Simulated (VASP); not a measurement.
# KF (Pm-3m) in VASP: notebook

Runs on KF. Level: LDA. Tasks: single point.

Program: VASP 6.6.1. These are calculated values, not measurements. Logs are shortened: lines on timing, memory, paths and dates and some standing lists are left out, and cuts for length are marked.

## 1. Starting point

The structure is cubic, space group Pm-3m (No. 221). The conventional cell has a = 3.259 Å, b = 3.259 Å, c = 3.259 Å, α = 90.00°, β = 90.00°, γ = 90.00°. Around K (site symmetry m-3m) lie 8 F at 2.82 Å. Around F (site symmetry m-3m) lie 8 K at 2.82 Å.

The cell comes from a database or a generator and needn't be the stable form of this composition.

## 2. Single point, LDA

INCAR reads:

```
PREC     = Accurate       # precision mode
ENCUT    = 520            # plane-wave cutoff, eV
EDIFF    = 1E-6           # SCF threshold, eV
ISMEAR   = 0              # smearing method
SIGMA    = 0.05           # smearing width, eV
LREAL    = F              # projectors in reciprocal space
LASPH    = T              # aspherical terms in the spheres
NELM     = 80             # most SCF steps
ALGO     = Normal         # electronic algorithm
ISIF     = 2              # what is computed and relaxed
LWAVE    = F              # write WAVECAR
LCHARG   = T              # write CHGCAR
LELF     = T              # ELF
LVHAR    = T            
NBANDS   = 15             # bands
```

KPOINTS reads:

```
regular mesh
0
Gamma
  8 8 8
```

POSCAR reads:

```
KF
1.0
    3.2589550000      0.0000000000      0.0000000000
    0.0000000000      3.2589550000      0.0000000000
    0.0000000000      0.0000000000      3.2589550000
K F
1 1
Direct
    0.0000000000      0.0000000000      0.0000000000
    0.5000000000      0.5000000000      0.5000000000
```

Potentials or basis: VASP PAW LDA potentials, release 64 (K_sv, F).

Run with:

```console
> cat potpaw_LDA.64/K_sv/POTCAR potpaw_LDA.64/F/POTCAR > POTCAR
> mpirun -np 1 vasp_std > vasp.out
```

OUTCAR:

```text
PREC = Accurate
   ENCUT = 520
   EDIFF = 1E-6
   ISMEAR = 0
   LREAL = F
   LASPH = T
   NELM = 80
   ISIF = 2

 ion  position               nearest neighbor table
   1  0.000  0.000  0.000-   2 2.82   2 2.82   2 2.82   2 2.82   2 2.82   2 2.82   2 2.82   2 2.82

   2  0.500  0.500  0.500-   1 2.82   1 2.82   1 2.82   1 2.82   1 2.82   1 2.82   1 2.82   1 2.82

  LATTYP: Found a simple cubic cell.
 ALAT       =     3.2589550000

  Lattice vectors:

 A1 = (   3.2589550000,   0.0000000000,   0.0000000000)
 A2 = (   0.0000000000,   3.2589550000,   0.0000000000)
 A3 = (   0.0000000000,   0.0000000000,   3.2589550000)

Analysis of symmetry for initial positions (statically):
=====================================================================
 Subroutine PRICEL returns:
 Original cell was already a primitive cell.

 Routine SETGRP: Setting up the symmetry group for a
 simple cubic supercell.

 Subroutine GETGRP returns: Found 48 space group operations
 (whereof 48 operations were pure point group operations)
 out of a pool of 48 trial point group operations.

The static configuration has the point symmetry O_h .

Analysis of symmetry for dynamics (positions and initial velocities):
=====================================================================
 Subroutine PRICEL returns:
 Original cell was already a primitive cell.

 Routine SETGRP: Setting up the symmetry group for a
 simple cubic supercell.

 Subroutine GETGRP returns: Found 48 space group operations
 (whereof 48 operations were pure point group operations)
 out of a pool of 48 trial point group operations.

The dynamic configuration has the point symmetry O_h .

 Subroutine INISYM returns: Found 48 space group operations
 (whereof 48 operations are pure point group operations),
 and found     1 'primitive' translations

----------------------------------------------------------------------------------------

                                     Primitive cell

  volume of cell :      34.6127

  direct lattice vectors                    reciprocal lattice vectors
     3.258955000  0.000000000  0.000000000     0.306846827  0.000000000  0.000000000
     0.000000000  3.258955000  0.000000000     0.000000000  0.306846827  0.000000000
     0.000000000  0.000000000  3.258955000     0.000000000  0.000000000  0.306846827

  length of vectors
     3.258955000  3.258955000  3.258955000     0.306846827  0.306846827  0.306846827

  position of ions in fractional coordinates (direct lattice)
     0.000000000  0.000000000  0.000000000
     0.500000000  0.500000000  0.500000000

  ion indices of the primitive-cell ions
   primitive index   ion index
                 1           1
                 2           2

----------------------------------------------------------------------------------------

 KPOINTS: regular mesh

Automatic generation of k-mesh.
 Grid dimensions read from file:
 generate k-points for:    8    8    8

 Generating k-lattice:

  Cartesian coordinates                     Fractional coordinates (reciprocal lattice)
     0.038355853  0.000000000  0.000000000     0.125000000  0.000000000  0.000000000
     0.000000000  0.038355853  0.000000000     0.000000000  0.125000000  0.000000000
     0.000000000  0.000000000  0.038355853     0.000000000  0.000000000  0.125000000

  Length of vectors
     0.038355853  0.038355853  0.038355853

  Shift w.r.t. Gamma in fractional coordinates (k-lattice)
     0.000000000  0.000000000  0.000000000

 Subroutine IBZKPT returns following result:
 ===========================================

 Found     35 irreducible k-points:

 Following reciprocal coordinates:
            Coordinates               Weight
  0.000000  0.000000  0.000000      1.000000
  0.125000  0.000000  0.000000      6.000000
  0.250000  0.000000  0.000000      6.000000
  0.375000  0.000000  0.000000      6.000000
  0.500000  0.000000  0.000000      3.000000
  0.125000  0.125000  0.000000     12.000000
[... 16 lines left out ...]
  0.375000  0.375000  0.125000     24.000000
  0.500000  0.375000  0.125000     24.000000
 [... further k-points ...]
   k-points           NKPTS =     35   k-points in BZ     NKDIM =     35   number of bands    NBANDS=     15
   number of dos      NEDOS =    301   number of ions     NIONS =      2
   total plane-waves  NPLWV =  13824
   dimension x,y,z NGX =    24 NGY =   24 NGZ =   24
   dimension x,y,z NGXF=    48 NGYF=   48 NGZF=   48
   ions per type =               1   1
   NGX,Y,Z   is equivalent  to a cutoff of  12.24, 12.24, 12.24 a.u.
   NGXF,Y,Z  is equivalent  to a cutoff of  24.49, 24.49, 24.49 a.u.
 SYSTEM =  unknown system
   PREC   = accura    normal or accurate (medium, high low for compatibility)
   ISTART =      0    job   : 0-new  1-cont  2-samecut
   ICHARG =      2    charge: 1-file 2-atom 10-const
   ISPIN  =      1    spin polarized calculation?
   LNONCOLLINEAR =      F non collinear calculations
   LSORBIT =      F    spin-orbit coupling
   LASPH  =      T    aspherical Exc in radial PAW
   ENCUT  =  520.0 eV  38.22 Ry    6.18 a.u.   6.06  6.06  6.06*2*pi/ulx,y,z
   NELM   =     80;   NELMIN=  2; NELMDL= -5     # of ELM steps
   EDIFF  = 0.1E-05   stopping-criterion for ELM
   LREAL  =      F    real-space projection
   EDIFFG = 0.1E-04   stopping-criterion for IOM
   NSW    =      0    number of steps for IOM
   IBRION =     -1    ionic relax: 0-MD 1-quasi-New 2-CG
   NFREE  =      0    steps in history (QN), initial steepest desc. (CG)
   ISIF   =      2    stress and relaxation
   ISYM   =      2    0-nonsym 1-usesym 2-fastsym
   POTIM  = 0.5000    time-step for ionic-motion
   TEBEG  =    0.0;   TEEND  =   0.0 temperature during run
   PSTRESS=    0.0 pullay stress
   NELECT =      16.0000    total number of electrons
   NUPDOWN=      -1.0000    fix difference up-down
   EMIN   =  10.00;   EMAX   =-10.00  energy-range for DOS
   EFERMI =   0.00;   METHOD = LEGACY
   ISMEAR =     0;   SIGMA  =   0.05  broadening in eV -4-tet -1-fermi 0-gaus
   EFERMI_NEDOS =   21; number of points for ismear=-14 and -15
   IALGO  =     38    algorithm
   IMIX   =      4    mixing-type and parameters
     AMIX     =   0.40;   BMIX     =  1.00
     AMIX_MAG =   1.60;   BMIX_MAG =  1.00
  volume/ion in A,a.u.               =      17.31       116.79
  Fermi-wavevector in a.u.,A,eV,Ry     =   1.265814  2.392041 21.800402  1.602284
  Thomas-Fermi vector in A             =   2.399047
   LORBIT       =      0    0 simple, 1 ext, 2 COOP (PROOUT), +10 PAW based schemes
   GGA     = CA    functional components
   LHFCALC =     F    Hartree Fock is set to
   AEXX    =    0.0000 exact exchange contribution
   IVDW    =     0    specifies the selected vdW correction
   LEPSILON=     F    determine dielectric tensor
   LRPA    =     F    only Hartree local field effects (RPA)
 non-spin polarized calculation
 Gauss-broadening in eV      SIGMA  =   0.05
  energy-cutoff  :      520.00
  volume of cell :       34.61
 maximum number of plane-waves:       952
   NGX = 13   NGY = 13   NGZ = 13

 number of electron      15.9999992 magnetization

 Free energy of the ion-electron system (eV)
  ---------------------------------------------------
  ext. energy  EPLUGINS =         0.00000000
  ---------------------------------------------------
  free energy    TOTEN  =        -8.86874718 eV

  energy without entropy =       -8.86874718  energy(sigma->0) =       -8.86874718

 E-fermi :  -2.1699     XC(G=0):  -9.7259

 val. band max:       -2.4613179585   @ k =   0.5000   0.5000   0.0000
 cond. band min:       3.4496459012   @ k =   0.0000   0.0000   0.0000
 fundamental gap:      5.9109638597
 Fermi energy:        -2.1699179540

 k-point     1 :       0.0000    0.0000    0.0000
  band No.  band energies     occupation
      1     -28.9716      2.00000
      2     -20.9278      2.00000
      3     -12.2175      2.00000
      4     -12.2175      2.00000
      5     -12.2175      2.00000
      6      -2.5124      2.00000
      7      -2.5124      2.00000
      8      -2.5124      2.00000
      9       3.4496      0.00000
     10       5.6143      0.00000
     11       5.6143      0.00000
     12      11.3847      0.00000
     13      11.3847      0.00000
     14      11.3847      0.00000
     15      18.0386      0.00000

 k-point     2 :       0.1250    0.0000    0.0000
  band No.  band energies     occupation
      1     -28.9521      2.00000
      2     -20.9321      2.00000
      3     -12.3300      2.00000
      4     -12.2004      2.00000
      5     -12.2004      2.00000
      6      -2.7288      2.00000
      7      -2.5288      2.00000
      8      -2.5288      2.00000
      9       3.8728      0.00000
     10       5.7391      0.00000
     11       5.9706      0.00000
     12      11.1010      0.00000
     13      11.1010      0.00000
     14      11.4349      0.00000
     15      16.9500      0.00000

 k-point     3 :       0.2500    0.0000    0.0000
  band No.  band energies     occupation
      1     -28.9045      2.00000
      2     -20.9443      2.00000
      3     -12.5886      2.00000
      4     -12.1586      2.00000
      5     -12.1586      2.00000
      6      -3.1895      2.00000
      7      -2.5697      2.00000
      8      -2.5697      2.00000
      9       4.9090      0.00000
     10       6.0730      0.00000
     11       6.8618      0.00000
     12      10.5272      0.00000
     13      10.5272      0.00000
     14      11.5601      0.00000
     15      15.5068      0.00000
[... 343 lines left out ...]
 k-point    23 :       0.3750    0.3750    0.1250
  band No.  band energies     occupation
      1     -28.7425      2.00000
      2     -20.8550      2.00000
      3     -12.8979      2.00000
      4     -12.8561      2.00000
      5     -12.1704      2.00000
      6      -3.1999      2.00000
      7      -3.0774      2.00000
      8      -2.6478      2.00000
      9       6.4295      0.00000
     10       6.9016      0.00000
     11       9.1241      0.00000
     12       9.2108      0.00000
     13      10.0152      0.00000
     14      10.4371      0.00000
     15      14.5241      0.00000

 k-point    24 :       0.5000    0.3750    0.1250
  band No.  band energies     occupation
      1     -28.7256      2.00000
      2     -20.8398      2.00000
      3     -12.9984      2.00000
      4     -12.8844      2.00000
      5     -12.1548      2.00000
      6      -3.2158      2.00000
      7      -3.0930      2.00000
      8      -2.6378      2.00000
      9       6.3120      0.00000
     10       6.8422      0.00000
     11       8.9711      0.00000
     12       9.1794      0.00000
     13      10.2682      0.00000
     14      11.4864      0.00000
     15      13.7289      0.00000

 [... further k-points ...]

------------------------ aborting loop because EDIFF is reached ----------------------------------------

  FORCE on cell =-STRESS in cart. coord.  units (eV):
  Direction    XX          YY          ZZ          XY          YZ          ZX
  --------------------------------------------------------------------------------------
  -------------------------------------------------------------------------------------
  Total       -1.2262473     -1.2262473     -1.2262473     -0.0000000      0.0000000     -0.0000000
  in kB      -56.7614596    -56.7614596    -56.7614596     -0.0000000      0.0000000     -0.0000000
  external PRESSURE =     -56.7614596 kB  Pullay stress =       0.0000000 kB

 VOLUME and BASIS-vectors are now :
 -----------------------------------------------------------------------------
  energy-cutoff  :      520.00
  volume of cell :       34.61
      direct lattice vectors                 reciprocal lattice vectors
     3.258955000  0.000000000  0.000000000     0.306846827  0.000000000  0.000000000
     0.000000000  3.258955000  0.000000000     0.000000000  0.306846827  0.000000000
     0.000000000  0.000000000  3.258955000     0.000000000  0.000000000  0.306846827

 POSITION                                       TOTAL-FORCE (eV/Angst)
 -----------------------------------------------------------------------------------
      0.00000      0.00000      0.00000         0.000000      0.000000      0.000000
      1.62948      1.62948      1.62948         0.000000      0.000000      0.000000
 -----------------------------------------------------------------------------------
    total drift:                                0.000000      0.000000     -0.000000

  FREE ENERGIE OF THE ION-ELECTRON SYSTEM (eV)
  ---------------------------------------------------
  free  energy   TOTEN  =        -8.8687471767 eV

  energy  without entropy=       -8.8687471767  energy(sigma->0) =       -8.86874718
```

It took 7.3 s on 1 thread of AMD EPYC 9R45 (Zen 5), shared host; peak memory 0.1 GiB.

Results:

- Free energy: -8.8687 eV
- Pressure: -5.7 GPa
- Band gap on the k mesh: 5.91 eV, indirect (least direct gap 5.96 eV)

Levels at points of the mesh, in eV from the valence-band top:
```csv
k point,band 5,band 6,band 7,band 8,band 9,band 10,band 11,band 12
"(0.00, 0.00, 0.00)",-9.76,-0.05,-0.05,-0.05,5.91,8.08,8.08,13.85
"(0.50, 0.00, 0.00)",-9.64,-1.28,-0.17,-0.17,9.09,9.12,10.54,12.35
"(0.50, 0.50, 0.00)",-9.55,-0.63,-0.63,0.00,8.25,8.73,11.78,11.78
"(0.50, 0.50, 0.50)",-10.36,-1.08,-1.08,-1.08,10.27,10.27,10.27,14.79
```

A k mesh can miss the band edges.

## 3. Single point, LDA

INCAR reads:

```
ALGO = Normal
EDIFF = 1E-6
ENCUT = 520
ISIF = 2
ISMEAR = 0
LASPH = T
LCHARG = F
LREAL = F
LWAVE = F
NBANDS = 15
NELM = 80
PREC = Accurate
SIGMA = 0.05
```

KPOINTS reads:

```
k-points
0
Gamma
  8 8 8
```

POSCAR is that of step 2.

Potentials or basis: VASP PAW LDA potentials, release 64 (K_sv, F).

Run with:

```console
> cat potpaw_LDA.64/K_sv/POTCAR potpaw_LDA.64/F/POTCAR > POTCAR
> mpirun -np 1 vasp_std > vasp.out
```

OUTCAR:

```text
EDIFF = 1E-6
   ENCUT = 520
   ISIF = 2
   ISMEAR = 0
   LASPH = T
   LREAL = F
   NELM = 80
   PREC = Accurate

 ion  position               nearest neighbor table
   1  0.000  0.000  0.000-   2 2.82   2 2.82   2 2.82   2 2.82   2 2.82   2 2.82   2 2.82   2 2.82

   2  0.500  0.500  0.500-   1 2.82   1 2.82   1 2.82   1 2.82   1 2.82   1 2.82   1 2.82   1 2.82

  LATTYP: Found a simple cubic cell.
 ALAT       =     3.2589550000

  Lattice vectors:

 A1 = (   3.2589550000,   0.0000000000,   0.0000000000)
 A2 = (   0.0000000000,   3.2589550000,   0.0000000000)
 A3 = (   0.0000000000,   0.0000000000,   3.2589550000)

Analysis of symmetry for initial positions (statically):
=====================================================================
 Subroutine PRICEL returns:
 Original cell was already a primitive cell.

 Routine SETGRP: Setting up the symmetry group for a
 simple cubic supercell.

 Subroutine GETGRP returns: Found 48 space group operations
 (whereof 48 operations were pure point group operations)
 out of a pool of 48 trial point group operations.

The static configuration has the point symmetry O_h .

[... 176 lines left out ...]
      7      -2.5124      2.00000
      8      -2.5124      2.00000
      9       3.4496      0.00000
     10       5.6143      0.00000
     11       5.6143      0.00000
     12      11.3847      0.00000
     13      11.3847      0.00000
     14      11.3847      0.00000
[... 401 lines left out ...]
      2     -20.8398      2.00000
      3     -12.9984      2.00000
      4     -12.8844      2.00000
      5     -12.1548      2.00000
      6      -3.2158      2.00000
      7      -3.0930      2.00000
      8      -2.6378      2.00000
      9       6.3120      0.00000
     10       6.8422      0.00000
     11       8.9711      0.00000
     12       9.1794      0.00000
     13      10.2682      0.00000
     14      11.4864      0.00000
     15      13.7289      0.00000

 [... further k-points ...]

------------------------ aborting loop because EDIFF is reached ----------------------------------------

  FORCE on cell =-STRESS in cart. coord.  units (eV):
  Direction    XX          YY          ZZ          XY          YZ          ZX
  --------------------------------------------------------------------------------------
  -------------------------------------------------------------------------------------
  Total       -1.2262473     -1.2262473     -1.2262473     -0.0000000      0.0000000     -0.0000000
  in kB      -56.7614596    -56.7614596    -56.7614596     -0.0000000      0.0000000     -0.0000000
  external PRESSURE =     -56.7614596 kB  Pullay stress =       0.0000000 kB

 VOLUME and BASIS-vectors are now :
 -----------------------------------------------------------------------------
  energy-cutoff  :      520.00
  volume of cell :       34.61
      direct lattice vectors                 reciprocal lattice vectors
     3.258955000  0.000000000  0.000000000     0.306846827  0.000000000  0.000000000
     0.000000000  3.258955000  0.000000000     0.000000000  0.306846827  0.000000000
     0.000000000  0.000000000  3.258955000     0.000000000  0.000000000  0.306846827

 POSITION                                       TOTAL-FORCE (eV/Angst)
 -----------------------------------------------------------------------------------
      0.00000      0.00000      0.00000         0.000000      0.000000      0.000000
      1.62948      1.62948      1.62948         0.000000      0.000000      0.000000
 -----------------------------------------------------------------------------------
    total drift:                                0.000000      0.000000     -0.000000

  FREE ENERGIE OF THE ION-ELECTRON SYSTEM (eV)
  ---------------------------------------------------
  free  energy   TOTEN  =        -8.8687471767 eV

  energy  without entropy=       -8.8687471767  energy(sigma->0) =       -8.86874718
```

It took 6.8 s on 1 thread of AMD EPYC 9R45 (Zen 5), shared host; peak memory 0.1 GiB.

Results:

| Quantity | Value |
| --- | --- |
| Free energy | -8.8687 eV |
| Pressure | -5.7 GPa |
| Band gap on the k mesh | 5.91 eV, indirect (least direct gap 5.96 eV) |

## 4. Single point, LDA

INCAR reads:

```
  PREC = Accurate
  ENCUT = 520
  EDIFF = 1E-6
  ISMEAR = 0
  SIGMA = 0.05
  LREAL = False
  LASPH = True
  NELM = 60
  ALGO = Fast
  ISIF = 2
  LWAVE = False
  LCHARG = False
  GGA = CA
  NBANDS = 15
  ISYM = 0
```

KPOINTS reads:

```
Automatic mesh
0
Gamma
  8 8 8
```

POSCAR is that of step 3.

Run with:

```console
> cat potpaw_LDA.64/K_sv/POTCAR potpaw_LDA.64/F/POTCAR > POTCAR
> mpirun -np 1 vasp_std > vasp.out
```

It took 65 s on 1 thread of AMD EPYC 9R45 (Zen 5), shared host; peak memory 0.19 GiB.

It converged, with:

- Free energy: -8.8687 eV
- Pressure: -5.7 GPa
- Band gap on the k mesh: 5.91 eV, indirect (least direct gap 5.96 eV)

Levels at points of the mesh, in eV from the valence-band top:
| k point | band 5 | band 6 | band 7 | band 8 | band 9 | band 10 | band 11 | band 12 |
| --- | --- | --- | --- | --- | --- | --- | --- | --- |
| (0.00, 0.00, 0.00) | -9.76 | -0.05 | -0.05 | -0.05 | 5.91 | 8.08 | 8.08 | 13.85 |
| (0.50, 0.00, 0.00) | -9.64 | -1.28 | -0.17 | -0.17 | 9.09 | 9.12 | 10.54 | 12.35 |
| (0.00, 0.50, 0.00) | -9.64 | -1.28 | -0.17 | -0.17 | 9.09 | 9.12 | 10.54 | 12.35 |
| (0.00, 0.00, 0.50) | -9.64 | -1.28 | -0.17 | -0.17 | 9.09 | 9.12 | 10.54 | 12.35 |
| (0.50, 0.50, 0.00) | -9.55 | -0.63 | -0.63 | 0.00 | 8.25 | 8.73 | 11.78 | 11.78 |
| (0.00, 0.50, 0.50) | -9.55 | -0.63 | -0.63 | 0.00 | 8.25 | 8.73 | 11.78 | 11.78 |
| (0.50, 0.00, 0.50) | -9.55 | -0.63 | -0.63 | 0.00 | 8.25 | 8.73 | 11.78 | 11.78 |
| (0.50, 0.50, 0.50) | -10.36 | -1.08 | -1.08 | -1.08 | 10.27 | 10.27 | 10.27 | 14.79 |

A k mesh can miss the band edges. A hybrid or GW would open this gap; LDA tends to underestimate it.
